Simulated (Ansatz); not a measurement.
# Infrared modes and screening in MgO (P6_3/mmc)

Perturbation theory with PBEsol in Ansatz 0.2.0 on the PBEsol cell, ground state and force constants on a 9×9×6 mesh. (Simulation; spin polarisation is off.)

The symmetry is P6_3/mmc (No. 194, hexagonal); a = 3.494 Å, c = 4.194 Å in the conventional setting, 11.09 Å³ an atom. Mg has 5 O at 2.02–2.10 Å; O has 5 Mg at 2.02–2.10 Å.

```cif
data_structure
_symmetry_space_group_name_H-M 'P 1'
_symmetry_Int_Tables_number 1
_cell_length_a 3.4940
_cell_length_b 3.4940
_cell_length_c 4.1943
_cell_angle_alpha 90.000
_cell_angle_beta 90.000
_cell_angle_gamma 120.000
_cell_volume 44.34
loop_
_atom_site_label
_atom_site_type_symbol
_atom_site_fract_x
_atom_site_fract_y
_atom_site_fract_z
_atom_site_occupancy
Mg1 Mg 0.66667 0.33333 0.75000 1
Mg2 Mg 0.33333 0.66667 0.25000 1
O1 O 0.66667 0.33333 0.25000 1
O2 O 0.33333 0.66667 0.75000 1
```

Optical modes without the longitudinal term:
```tsv
ω (cm⁻¹)	degeneracy	IR intensity, summed over the level ((D/Å)²/amu)
289	2	0.00
373	1	19.37
405	1	0.00
491	2	30.09
499	2	0.00
532	1	0.00
```

The zone-centre optical frequencies run from 289 to 532 cm⁻¹, none imaginary (the rest of the zone wasn't tested). With the long-range field the highest mode reaches 692 cm⁻¹. Of the real levels 2 are infrared active, the strongest at 491 cm⁻¹.

ε∞: 3.05 along x and y, 3.07 along z. With the ions relaxed, ε⁰ is 6.0 along x and y, 9.8 along z. Born charges, averaged over directions: Mg +1.85, O -1.85 e.

For comparison, on the r2SCAN cell the mean ε∞ is 2.82 with r2SCAN (ground state on 9×9×6; least gap 4.09 eV), 3.00 with PBE (ground state on 9×9×6; least gap 3.45 eV).
